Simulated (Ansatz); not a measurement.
Sn: rigid cleavage

Level of theory: Ansatz 0.2.0, DFT r2SCAN, scalar-relativistic, plane waves, PAW. Settings: plane waves to 500 eV, k-mesh 14×16×5 (Γ-centred), Gaussian smearing 0.15 eV. No spin polarisation. Energies are free energies at this smearing, counted from the undisturbed cell; pressure is positive in compression.

The starting cell (as given, not relaxed at this level; it stands at -2.8 GPa; this form isn't the usual structure):

```xyz
4
Lattice="-1.5908 1.5908 -2.9156 -3.1815 0.0000 0.0000 0.0000 9.5445 5.8313" Properties=species:S:1:pos:R:3 pbc="T T T"
Sn    0.0000    8.3514    5.1024
Sn   -3.1815    1.9884   -0.7289
Sn   -1.5908    3.5792    2.1867
Sn   -1.5908    6.7607    2.1867
```

The cut lies on the cell's a–b face, a (0 1 1) plane (indices in the standard cell, whose axes needn't be the Cartesian ones shown) of area 10.57 Å², between layers 2.79 Å apart. Vector c is lengthened by d along the normal with the atoms' Cartesian places fixed: one unrelaxed cut a cell. The cell is metallic on the mesh throughout.

```csv
d (Å),energy (J/m²),traction dE/dd (GPa)
0.00,0.00,2.8
0.50,0.22,5.0
1.00,0.44,3.4
2.00,0.66,1.3
3.00,0.74,0.4
```